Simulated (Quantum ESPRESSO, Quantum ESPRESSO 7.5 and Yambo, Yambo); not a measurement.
## A GW chain in Yambo: AlN (P6_3mc)

Wanted: ground state, empty states, screening and self-energy for AlN (P6_3mc).

Main program and level: Quantum ESPRESSO 7.5 and Yambo 5.3.0; PBE and many-body steps on it, plane waves.

The database entry behind the starting cell differs from later determinations by our own check (inner coordinate u about 0.002 short), so it need not match the best structure at ambient conditions.

### 1. The structure

The structure is hexagonal, space group P6_3mc (No. 186). The conventional cell has a = 3.113 Å, b = 3.113 Å, c = 4.981 Å, α = 90.00°, β = 90.00°, γ = 120.00°. Nearest to Al lie 4 N at 1.89 Å. Nearest to N lie 4 Al at 1.89 Å. Farther neighbours and most contacts between anions are not listed.

As a file:

```cif
data_structure
_symmetry_space_group_name_H-M 'P6_3mc'
_symmetry_Int_Tables_number 186
_cell_length_a 3.1130
_cell_length_b 3.1130
_cell_length_c 4.9810
_cell_angle_alpha 90.000
_cell_angle_beta 90.000
_cell_angle_gamma 120.000
_cell_volume 41.80
loop_
_atom_site_label
_atom_site_type_symbol
_atom_site_symmetry_multiplicity
_atom_site_Wyckoff_symbol
_atom_site_fract_x
_atom_site_fract_y
_atom_site_fract_z
_atom_site_occupancy
Al1 Al 2 b 0.33333 0.66667 0.00000 1
N1 N 2 b 0.33333 0.66667 0.38000 1
```

The cell and positions come from the Crystallography Open Database and are kept as given unless a step says otherwise.

### 2. Ground state

This step: Quantum ESPRESSO 7.5; DFT, PBE, plane waves, norm-conserving pseudopotentials.

The ground-state density comes first.

Contents of pw.in:

```
&control
  calculation = 'scf'
  prefix = 'x'
  outdir = 'o'
  pseudo_dir = 'pseudo'
/
&system
  ibrav = 0
  nat = 4
  ntyp = 2
  ecutwfc = 72.0
  nbnd = 14
  force_symmorphic = .true.
/
&electrons
  conv_thr = 1e-10
  electron_maxstep = 80
  mixing_beta = 0.5
/
ATOMIC_SPECIES
  Al 26.982 Al.upf
  N 14.007 N.upf
CELL_PARAMETERS angstrom
  3.1130000000 -0.0000000000 0.0000000000
  -1.5565000000 2.6959370820 0.0000000000
  0.0000000000 0.0000000000 4.9810000000
ATOMIC_POSITIONS crystal
  Al 0.3333333333 0.6666666667 0.0000000000
  Al 0.6666666667 0.3333333333 0.5000000000
  N 0.3333333333 0.6666666667 0.3800000000
  N 0.6666666667 0.3333333333 0.8800000000
K_POINTS automatic
  6 6 4 0 0 0
```

Launch:

```console
> OMP_NUM_THREADS=1 mpirun -n 4 pw.x -nk 4 -in pw.in > pw.out
```

What it wrote:

```text
Program PWSCF v.7.5 starts

     This program is part of the open-source Quantum ESPRESSO suite
     for quantum simulation of materials; please cite
         "P. Giannozzi et al., J. Phys.:Condens. Matter 21 395502 (2009);
         "P. Giannozzi et al., J. Phys.:Condens. Matter 29 465901 (2017);
         "P. Giannozzi et al., J. Chem. Phys. 152 154105 (2020);
     in publications or presentations arising from this work. More details at
     Message from routine setup:
     using ibrav=0 with symmetry is DISCOURAGED, use correct ibrav instead

     G-vector sticks info

     bravais-lattice index     =            0
     lattice parameter (alat)  =       5.8827  a.u.
     unit-cell volume          =     282.0993 (a.u.)^3
     number of atoms/cell      =            4
     number of atomic types    =            2
     number of electrons       =        16.00
     number of Kohn-Sham states=           14
     kinetic-energy cutoff     =      72.0000  Ry
     charge density cutoff     =     288.0000  Ry
     scf convergence threshold =      1.0E-10
     mixing beta               =       0.5000
     number of iterations used =            8  plain     mixing
     Exchange-correlation= PBE
                           (   1   4   3   4   0   0   0)

     celldm(1)=   5.882717  celldm(2)=   0.000000  celldm(3)=   0.000000
     celldm(4)=   0.000000  celldm(5)=   0.000000  celldm(6)=   0.000000

     crystal axes: (cart. coord. in units of alat)
               a(1) = (   1.000000  -0.000000   0.000000 )
               a(2) = (  -0.500000   0.866025   0.000000 )
               a(3) = (   0.000000   0.000000   1.600064 )

     reciprocal axes: (cart. coord. in units 2 pi/alat)
               b(1) = (  1.000000  0.577350 -0.000000 )
               b(2) = (  0.000000  1.154701 -0.000000 )
               b(3) = ( -0.000000 -0.000000  0.624975 )
     Pseudo is Norm-conserving + core correction, Zval =  3.0
     Generated using ONCVPSP code by D. R. Hamann
     Using radial grid of 1876 points,  6 beta functions with:
     Pseudo is Norm-conserving + core correction, Zval =  5.0
     Generated using ONCVPSP code by D. R. Hamann
     Using radial grid of 1058 points,  4 beta functions with:
     Al                3.00    26.98200     Al( 1.00)
     N                 5.00    14.00700     N ( 1.00)

      6 Sym. Ops. (no inversion) found

   Cartesian axes

     site n.     atom                  positions (alat units)
         1        Al     tau(   1) = (  -0.0000000   0.5773503   0.0000000  )
         2        Al     tau(   2) = (   0.5000000   0.2886751   0.8000321  )
         3        N      tau(   3) = (  -0.0000000   0.5773503   0.6080244  )
         4        N      tau(   4) = (   0.5000000   0.2886751   1.4080565  )

     number of k points=    24
                       cart. coord. in units 2pi/alat
        k(    1) = (   0.0000000   0.0000000   0.0000000), wk =   0.0138889
        k(    2) = (   0.0000000   0.0000000   0.1562437), wk =   0.0277778
        k(    3) = (   0.0000000   0.0000000  -0.3124875), wk =   0.0138889
        k(    4) = (   0.0000000   0.1924501   0.0000000), wk =   0.0833333
        k(    5) = (   0.0000000   0.1924501   0.1562437), wk =   0.0833333
        k(    6) = (   0.0000000   0.1924501  -0.3124875), wk =   0.0833333
        k(    7) = (   0.0000000   0.3849002   0.0000000), wk =   0.0833333
        k(    8) = (   0.0000000   0.3849002   0.1562437), wk =   0.0833333
        k(    9) = (   0.0000000   0.3849002  -0.3124875), wk =   0.0833333
        k(   10) = (   0.0000000  -0.5773503   0.0000000), wk =   0.0416667
     [... 12 further rows ...]
        k(   23) = (   0.0000000  -0.3849002   0.1562437), wk =   0.0833333
        k(   24) = (  -0.1666667  -0.4811252   0.1562437), wk =   0.1666667

     Dense  grid:    23187 G-vectors     FFT dimensions: (  32,  32,  54)

     Initial potential from superposition of free atoms

     starting charge      15.9951, renormalised to      16.0000
     Starting wfcs are   16 randomized atomic wfcs

     per-process dynamical memory:    22.4 Mb

     Self-consistent Calculation

     iteration #  1     ecut=    72.00 Ry     beta= 0.50

     total energy              =     -50.81998425 Ry
     estimated scf accuracy    <       1.20204797 Ry

     iteration #  2     ecut=    72.00 Ry     beta= 0.50

     total energy              =     -51.15497471 Ry
     estimated scf accuracy    <       0.13976293 Ry

     iteration #  3     ecut=    72.00 Ry     beta= 0.50

     total energy              =     -51.17366281 Ry
     estimated scf accuracy    <       0.01056669 Ry

     iteration #  4     ecut=    72.00 Ry     beta= 0.50

     total energy              =     -51.17593161 Ry
     estimated scf accuracy    <       0.00721993 Ry

     iteration #  5     ecut=    72.00 Ry     beta= 0.50

     total energy              =     -51.17618773 Ry
     estimated scf accuracy    <       0.00068179 Ry

     iteration #  6     ecut=    72.00 Ry     beta= 0.50

     total energy              =     -51.17644071 Ry
     estimated scf accuracy    <       0.00006151 Ry

     iteration #  7     ecut=    72.00 Ry     beta= 0.50

     total energy              =     -51.17643369 Ry
     estimated scf accuracy    <       0.00003145 Ry

     iteration #  8     ecut=    72.00 Ry     beta= 0.50

     total energy              =     -51.17643414 Ry
     estimated scf accuracy    <       0.00000549 Ry

     iteration #  9     ecut=    72.00 Ry     beta= 0.50

     total energy              =     -51.17643454 Ry
     estimated scf accuracy    <       0.00000063 Ry

     iteration # 10     ecut=    72.00 Ry     beta= 0.50

     total energy              =     -51.17643473 Ry
     estimated scf accuracy    <          1.6E-10 Ry

     iteration # 11     ecut=    72.00 Ry     beta= 0.50

     total energy              =     -51.17643473 Ry
     estimated scf accuracy    <          3.6E-09 Ry

     iteration # 12     ecut=    72.00 Ry     beta= 0.50

     total energy              =     -51.17643474 Ry
     estimated scf accuracy    <          5.7E-10 Ry

     iteration # 13     ecut=    72.00 Ry     beta= 0.50

     total energy              =     -51.17643473 Ry
     estimated scf accuracy    <          7.0E-10 Ry

     iteration # 14     ecut=    72.00 Ry     beta= 0.50

     End of self-consistent calculation

          k = 0.0000 0.0000 0.0000 (  2863 PWs)   bands (ev):

    -8.0385  -5.8877   1.1322   6.2756   6.2756   6.9268   6.9268   7.1067
    11.3272  13.7824  17.6990  18.2976  18.2976  20.2844

          k = 0.0000 0.0000 0.1562 (  2893 PWs)   bands (ev):

    -7.8016  -6.3221   1.9309   5.9103   6.3662   6.3662   6.8267   6.8267
    12.2778  13.8969  17.3750  18.2652  18.2653  18.8620

          k = 0.0000 0.0000-0.3125 (  2858 PWs)   bands (ev):

    -7.1500  -7.1500   3.7936   3.7936   6.5919   6.5919   6.5919   6.5919
    13.5732  13.5732  17.4519  17.4521  18.6140  18.6140

          k = 0.0000 0.1925 0.0000 (  2896 PWs)   bands (ev):

     [... further k-points ...]

     highest occupied, lowest unoccupied level (ev):     7.1067   11.3272

!    total energy              =     -51.17643473 Ry
     estimated scf accuracy    <          1.9E-11 Ry

     The total energy is the sum of the following terms:
     one-electron contribution =      -2.07179065 Ry
     hartree contribution      =      11.37825137 Ry
     xc contribution           =     -16.99644717 Ry
     ewald contribution        =     -43.48644828 Ry

     convergence has been achieved in  14 iterations

     XML data file, charge density, pseudopotentials, collected wavefunctions

=------------------------------------------------------------------------------=
   JOB DONE.
=------------------------------------------------------------------------------=
```

The job ended after 5.8 s (4 MPI ranks of Arm Neoverse V1, shared host; peak memory 0.23 GiB; 23 s of CPU time).

This step gave:

```
total energy               : -696.2909 eV
gap                        : 4.220 eV
k of the valence top       : 0, 0, 0
k of the conduction bottom : 0, 0, 0
least direct gap           : 4.220 eV
```

The gap is direct, at Γ.

### 3. Bands along the symmetry lines

The cheap functional maps the bands first; the places of the edges decide which points the dearer methods must see.

Contents of pw.in:

```
&control
  calculation = 'bands'
  prefix = 'x'
  outdir = 'o'
  pseudo_dir = 'pseudo'
/
&system
  ibrav = 0
  nat = 4
  ntyp = 2
  ecutwfc = 72.0
  nbnd = 14
  force_symmorphic = .true.
/
&electrons
  conv_thr = 1e-9
  electron_maxstep = 80
  diago_full_acc = .true.
  diago_thr_init = 5e-6
/
ATOMIC_SPECIES
  Al 26.982 Al.upf
  N 14.007 N.upf
CELL_PARAMETERS angstrom
  3.1130000000 -0.0000000000 0.0000000000
  -1.5565000000 2.6959370820 0.0000000000
  0.0000000000 0.0000000000 4.9810000000
ATOMIC_POSITIONS crystal
  Al 0.3333333333 0.6666666667 0.0000000000
  Al 0.6666666667 0.3333333333 0.5000000000
  N 0.3333333333 0.6666666667 0.3800000000
  N 0.6666666667 0.3333333333 0.8800000000
K_POINTS crystal
  75
  0.00000000 0.00000000 0.00000000 1
  0.06250000 0.00000000 0.00000000 1
  0.12500000 0.00000000 0.00000000 1
  0.18750000 0.00000000 0.00000000 1
  0.25000000 0.00000000 0.00000000 1
  0.31250000 0.00000000 0.00000000 1
  0.37500000 0.00000000 0.00000000 1
  0.43750000 0.00000000 0.00000000 1
  0.50000000 0.00000000 0.00000000 1
  0.47916667 0.04166667 0.00000000 1
  0.45833333 0.08333333 0.00000000 1
  0.43750000 0.12500000 0.00000000 1
  0.41666666 0.16666666 0.00000000 1
  0.39583333 0.20833333 0.00000000 1
  0.37500000 0.25000000 0.00000000 1
  0.35416666 0.29166666 0.00000000 1
  0.33333333 0.33333333 0.00000000 1
  0.29166666 0.29166666 0.00000000 1
  0.25000000 0.25000000 0.00000000 1
  0.20833333 0.20833333 0.00000000 1
  0.16666666 0.16666666 0.00000000 1
  0.12500000 0.12500000 0.00000000 1
  0.08333333 0.08333333 0.00000000 1
  0.04166667 0.04166667 0.00000000 1
  0.00000000 0.00000000 0.00000000 1
  0.00000000 0.00000000 0.06250000 1
  0.00000000 0.00000000 0.12500000 1
  0.00000000 0.00000000 0.18750000 1
  0.00000000 0.00000000 0.25000000 1
  0.00000000 0.00000000 0.31250000 1
  0.00000000 0.00000000 0.37500000 1
  0.00000000 0.00000000 0.43750000 1
  0.00000000 0.00000000 0.50000000 1
  0.06250000 0.00000000 0.50000000 1
  0.12500000 0.00000000 0.50000000 1
  0.18750000 0.00000000 0.50000000 1
  0.25000000 0.00000000 0.50000000 1
  0.31250000 0.00000000 0.50000000 1
  0.37500000 0.00000000 0.50000000 1
  0.43750000 0.00000000 0.50000000 1
  0.50000000 0.00000000 0.50000000 1
  0.47916667 0.04166667 0.50000000 1
  0.45833333 0.08333333 0.50000000 1
  0.43750000 0.12500000 0.50000000 1
  0.41666666 0.16666666 0.50000000 1
  0.39583333 0.20833333 0.50000000 1
  0.37500000 0.25000000 0.50000000 1
  0.35416666 0.29166666 0.50000000 1
  0.33333333 0.33333333 0.50000000 1
  0.29166666 0.29166666 0.50000000 1
  0.25000000 0.25000000 0.50000000 1
  0.20833333 0.20833333 0.50000000 1
  0.16666666 0.16666666 0.50000000 1
  0.12500000 0.12500000 0.50000000 1
  0.08333333 0.08333333 0.50000000 1
  0.04166667 0.04166667 0.50000000 1
  0.00000000 0.00000000 0.50000000 1
  0.50000000 0.00000000 0.50000000 1
  0.50000000 0.00000000 0.43750000 1
  0.50000000 0.00000000 0.37500000 1
  0.50000000 0.00000000 0.31250000 1
  0.50000000 0.00000000 0.25000000 1
  0.50000000 0.00000000 0.18750000 1
  0.50000000 0.00000000 0.12500000 1
  0.50000000 0.00000000 0.06250000 1
  0.50000000 0.00000000 0.00000000 1
  0.33333333 0.33333333 0.50000000 1
  0.33333333 0.33333333 0.43750000 1
  0.33333333 0.33333333 0.37500000 1
  0.33333333 0.33333333 0.31250000 1
  0.33333333 0.33333333 0.25000000 1
  0.33333333 0.33333333 0.18750000 1
  0.33333333 0.33333333 0.12500000 1
  0.33333333 0.33333333 0.06250000 1
  0.33333333 0.33333333 0.00000000 1
```

What it wrote:

```text
[banner, memory and clock lines left out]
Program PWSCF v.7.5 starts

     Atomic positions and unit cell read from directory:
     o/x.save/

     Message from routine setup:
     using ibrav=0 with symmetry is DISCOURAGED, use correct ibrav instead

     G-vector sticks info

     bravais-lattice index     =            0
     lattice parameter (alat)  =       5.8827  a.u.
     unit-cell volume          =     282.0993 (a.u.)^3
     number of atoms/cell      =            4
     number of atomic types    =            2
     number of electrons       =        16.00
     number of Kohn-Sham states=           14
     kinetic-energy cutoff     =      72.0000  Ry
     charge density cutoff     =     288.0000  Ry
     Exchange-correlation= PBE
                           (   1   4   3   4   0   0   0)

     celldm(1)=   5.882717  celldm(2)=   0.000000  celldm(3)=   0.000000
     celldm(4)=   0.000000  celldm(5)=   0.000000  celldm(6)=   0.000000

     crystal axes: (cart. coord. in units of alat)
               a(1) = (   1.000000  -0.000000   0.000000 )
               a(2) = (  -0.500000   0.866025   0.000000 )
               a(3) = (   0.000000   0.000000   1.600064 )

     reciprocal axes: (cart. coord. in units 2 pi/alat)
               b(1) = (  1.000000  0.577350 -0.000000 )
               b(2) = (  0.000000  1.154701 -0.000000 )
               b(3) = ( -0.000000 -0.000000  0.624975 )
     Pseudo is Norm-conserving + core correction, Zval =  3.0
     Generated using ONCVPSP code by D. R. Hamann
     Using radial grid of 1876 points,  6 beta functions with:
     Pseudo is Norm-conserving + core correction, Zval =  5.0
     Generated using ONCVPSP code by D. R. Hamann
     Using radial grid of 1058 points,  4 beta functions with:
     Al                3.00    26.98200     Al( 1.00)
     N                 5.00    14.00700     N ( 1.00)

      6 Sym. Ops. (no inversion) found

   Cartesian axes

     site n.     atom                  positions (alat units)
         1        Al     tau(   1) = (  -0.0000000   0.5773503   0.0000000  )
         2        Al     tau(   2) = (   0.5000000   0.2886751   0.8000321  )
         3        N      tau(   3) = (  -0.0000000   0.5773503   0.6080244  )
         4        N      tau(   4) = (   0.5000000   0.2886751   1.4080565  )

     number of k points=    75
                       cart. coord. in units 2pi/alat
        k(    1) = (   0.0000000   0.0000000   0.0000000), wk =   0.0266667
        k(    2) = (   0.0625000   0.0360844   0.0000000), wk =   0.0266667
        k(    3) = (   0.1250000   0.0721688   0.0000000), wk =   0.0266667
[...]
[... 63 further rows ...]
        k(   74) = (   0.3333333   0.5773503   0.0390609), wk =   0.0266667
        k(   75) = (   0.3333333   0.5773503   0.0000000), wk =   0.0266667

     Dense  grid:    23187 G-vectors     FFT dimensions: (  32,  32,  54)

     The potential is recalculated from file :
     o/x.save/charge-density

     Starting wfcs are   16 randomized atomic wfcs

     Band Structure Calculation

     End of band structure calculation

          k = 0.0000 0.0000 0.0000 (  2863 PWs)   bands (ev):

    -8.0385  -5.8877   1.1322   6.2756   6.2756   6.9268   6.9268   7.1067
    11.3272  13.7824  17.6990  18.2976  18.2976  20.2845

          k = 0.0625 0.0361 0.0000 (  2881 PWs)   bands (ev):

    -7.9887  -5.8594   1.1915   6.0380   6.2074   6.6812   6.9207   7.0869
    11.5752  13.9974  17.4940  17.9237  18.4422  20.0986

          k = 0.1250 0.0722 0.0000 (  2880 PWs)   bands (ev):

    -7.8414  -5.7784   1.3678   5.4066   6.0322   6.1037   6.8891   7.0164
    12.1590  14.5141  16.8879  17.2194  18.8553  19.7092

[...]
k = 0.3333 0.5774 0.0391 (  2931 PWs)   bands (ev):

    -5.5416  -5.5416   2.3343   3.2784   3.2784   4.6549   4.8286   4.8286
    12.2407  15.4762  16.7139  16.7139  18.6879  18.6879

          k = 0.3333 0.5774 0.0000 (  2928 PWs)   bands (ev):

    -5.5433  -5.5433   2.3182   3.3537   3.3537   4.6905   4.7354   4.7354
    12.1816  15.4832  16.8039  16.8039  18.6615  18.6615

     XML data file, pseudopotentials, collected wavefunctions
```

It took 4.6 s on 4 MPI ranks; peak memory 0.2 GiB.

Numbers from this step:

| Property | Result |
| --- | --- |
| gap | 4.221 eV |
| k of the valence top | 0, 0, 0 |
| k of the conduction bottom | 0, 0, 0 |
| least direct gap | 4.221 eV |

The gap is 4.221 eV, as in the run before at this level.

The electronic bands at the labelled points (eV, zero at the top of the highest filled band; v1 is the highest filled band, c1 the lowest empty one):

```tsv
point	v4	v3	v2	v1	c1	c2	c3	c4
Γ	-0.83	-0.18	-0.18	0.00	4.22	6.68	10.59	11.19
halfway	-2.43	-1.54	-0.44	-0.38	6.21	7.63	8.10	10.04
M	-3.33	-2.06	-1.77	-0.66	5.83	5.84	8.21	10.30
halfway	-3.08	-2.97	-1.86	-1.49	5.54	7.17	8.88	10.08
K	-3.75	-2.42	-2.37	-2.37	5.07	8.38	9.70	9.70
halfway	-3.35	-1.67	-0.86	-0.59	6.85	7.48	8.57	9.14
Γ	-0.83	-0.18	-0.18	0.00	4.22	6.68	10.59	11.19
halfway	-0.74	-0.74	-0.28	-0.28	5.17	6.79	10.27	11.16
A	-0.51	-0.51	-0.51	-0.51	6.47	6.47	10.35	10.35
halfway	-1.58	-1.58	-1.01	-1.01	6.55	6.55	9.52	9.52
L	-1.44	-1.44	-1.35	-1.35	5.34	5.34	9.32	9.32
halfway	-2.72	-2.72	-0.92	-0.92	6.19	6.19	9.25	9.25
H	-3.83	-3.83	-0.78	-0.78	7.44	7.44	7.88	7.88
halfway	-1.80	-1.80	-1.20	-1.20	6.74	6.74	9.49	9.49
A	-0.51	-0.51	-0.51	-0.51	6.47	6.47	10.35	10.35
jump to L	-1.44	-1.44	-1.35	-1.35	5.34	5.34	9.32	9.32
halfway	-2.55	-1.89	-1.19	-0.91	5.09	5.93	9.37	9.47
M	-3.33	-2.06	-1.77	-0.66	5.83	5.84	8.21	10.30
jump to H	-3.83	-3.83	-0.78	-0.78	7.44	7.44	7.88	7.88
halfway	-4.41	-2.91	-1.46	-1.46	5.91	8.23	8.70	8.70
K	-3.75	-2.42	-2.37	-2.37	5.07	8.38	9.70	9.70
```

(Part 1 of 3 ends here.)

[Paths, hosts, dates, memory and timing lines, banners, echoed tables and standing remarks are left out of the program output.]

[Logs are printed without paths, hosts, clocks, repeated set-up lines and the standing remarks that a program may print on its own settings, such as how far it seeks lower states.]

[Runs of the session that timed out or met a known fault of the program may be left out.]

[Hosts, paths, dates, database ids (printed as entryN), source tags and the programs' standing remarks are cut or masked in the printed files.]
